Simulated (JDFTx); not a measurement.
Here is a JDFTx 1.7.0 (patched build) calculation.

bands.in

```
lattice Face-Centered Cubic 6.7401617577
coords-type Lattice
ion C      0.7500000000     0.7500000000     0.7500000000 1
ion C      0.5000000000     0.5000000000     0.5000000000 1

ion-species pseudo/C.upf
elec-cutoff 41 328
elec-ex-corr gga-PBEsol
elec-smearing Fermi 0.0018374661
elec-n-bands 9
electronic-minimize nIterations 30 energyDiffThreshold 1e-06
davidson-band-ratio 1.3
forces-output-coords Cartesian
include path.kpoints
symmetries none
fix-electron-density run.$VAR

dump-name bands.$VAR
dump End Ecomponents EigStats BandEigs Kpoints Forces
```

File path.kpoints:

```
kpoint +0.0000000000 +0.0000000000 +0.0000000000 0.020000000000
kpoint +0.0714285714 +0.0000000000 +0.0714285714 0.020000000000
kpoint +0.1428571429 +0.0000000000 +0.1428571429 0.020000000000
kpoint +0.2142857143 +0.0000000000 +0.2142857143 0.020000000000
kpoint +0.2857142857 +0.0000000000 +0.2857142857 0.020000000000
kpoint +0.3571428571 +0.0000000000 +0.3571428571 0.020000000000
kpoint +0.4285714286 +0.0000000000 +0.4285714286 0.020000000000
kpoint +0.5000000000 +0.0000000000 +0.5000000000 0.020000000000
kpoint +0.5000000000 +0.0833333333 +0.5833333333 0.020000000000
kpoint +0.5000000000 +0.1666666667 +0.6666666667 0.020000000000
kpoint +0.5000000000 +0.2500000000 +0.7500000000 0.020000000000
kpoint +0.4375000000 +0.3125000000 +0.7500000000 0.020000000000
kpoint +0.3750000000 +0.3750000000 +0.7500000000 0.020000000000
kpoint +0.3281250000 +0.3281250000 +0.6562500000 0.020000000000
kpoint +0.2812500000 +0.2812500000 +0.5625000000 0.020000000000
kpoint +0.2343750000 +0.2343750000 +0.4687500000 0.020000000000
kpoint +0.1875000000 +0.1875000000 +0.3750000000 0.020000000000
kpoint +0.1406250000 +0.1406250000 +0.2812500000 0.020000000000
kpoint +0.0937500000 +0.0937500000 +0.1875000000 0.020000000000
kpoint +0.0468750000 +0.0468750000 +0.0937500000 0.020000000000
kpoint +0.0000000000 +0.0000000000 +0.0000000000 0.020000000000
kpoint +0.0833333333 +0.0833333333 +0.0833333333 0.020000000000
kpoint +0.1666666667 +0.1666666667 +0.1666666667 0.020000000000
kpoint +0.2500000000 +0.2500000000 +0.2500000000 0.020000000000
kpoint +0.3333333333 +0.3333333333 +0.3333333333 0.020000000000
kpoint +0.4166666667 +0.4166666667 +0.4166666667 0.020000000000
kpoint +0.5000000000 +0.5000000000 +0.5000000000 0.020000000000
kpoint +0.5250000000 +0.4500000000 +0.5250000000 0.020000000000
kpoint +0.5500000000 +0.4000000000 +0.5500000000 0.020000000000
kpoint +0.5750000000 +0.3500000000 +0.5750000000 0.020000000000
kpoint +0.6000000000 +0.3000000000 +0.6000000000 0.020000000000
kpoint +0.6250000000 +0.2500000000 +0.6250000000 0.020000000000
kpoint +0.5625000000 +0.2500000000 +0.6875000000 0.020000000000
kpoint +0.5000000000 +0.2500000000 +0.7500000000 0.020000000000
kpoint +0.5000000000 +0.2916666667 +0.7083333333 0.020000000000
kpoint +0.5000000000 +0.3333333333 +0.6666666667 0.020000000000
kpoint +0.5000000000 +0.3750000000 +0.6250000000 0.020000000000
kpoint +0.5000000000 +0.4166666667 +0.5833333333 0.020000000000
kpoint +0.5000000000 +0.4583333333 +0.5416666667 0.020000000000
kpoint +0.5000000000 +0.5000000000 +0.5000000000 0.020000000000
kpoint +0.4791666667 +0.4791666667 +0.5416666667 0.020000000000
kpoint +0.4583333333 +0.4583333333 +0.5833333333 0.020000000000
kpoint +0.4375000000 +0.4375000000 +0.6250000000 0.020000000000
kpoint +0.4166666667 +0.4166666667 +0.6666666667 0.020000000000
kpoint +0.3958333333 +0.3958333333 +0.7083333333 0.020000000000
kpoint +0.3750000000 +0.3750000000 +0.7500000000 0.020000000000
kpoint +0.6250000000 +0.2500000000 +0.6250000000 0.020000000000
kpoint +0.5833333333 +0.1666666667 +0.5833333333 0.020000000000
kpoint +0.5416666667 +0.0833333333 +0.5416666667 0.020000000000
kpoint +0.5000000000 +0.0000000000 +0.5000000000 0.020000000000
```

Potentials or basis: PseudoDojo-SR-PBEsol-0.4.1-standard.

Run with:

```bash
$ jdftx -c 1 -i bands.in -o bands.out
```

Problem. Predict the band gap along the path.

Solution. 4.05 eV, indirect (least direct gap 5.56 eV).

Levels at the corners of the path, in eV from the valence-band top:
| point | band 1 | band 2 | band 3 | band 4 | band 5 |
| --- | --- | --- | --- | --- | --- |
| Γ | -21.55 | 0.00 | 0.00 | 0.00 | 5.56 |
| X | -12.80 | -12.80 | -6.36 | -6.36 | 4.65 |
| W | -11.98 | -11.98 | -8.43 | -8.43 | 10.51 |
| K | -12.98 | -11.77 | -9.44 | -5.42 | 5.57 |
| Γ | -21.55 | 0.00 | 0.00 | 0.00 | 5.56 |
| L | -15.72 | -13.49 | -2.83 | -2.83 | 8.43 |
| U | -12.98 | -11.77 | -9.44 | -5.42 | 5.57 |
| W | -11.98 | -11.98 | -8.43 | -8.43 | 10.51 |
| L | -15.72 | -13.49 | -2.83 | -2.83 | 8.43 |
| K | -12.98 | -11.77 | -9.44 | -5.42 | 5.57 |
| U | -12.98 | -11.77 | -9.44 | -5.42 | 5.57 |
| X | -12.80 | -12.80 | -6.36 | -6.36 | 4.65 |
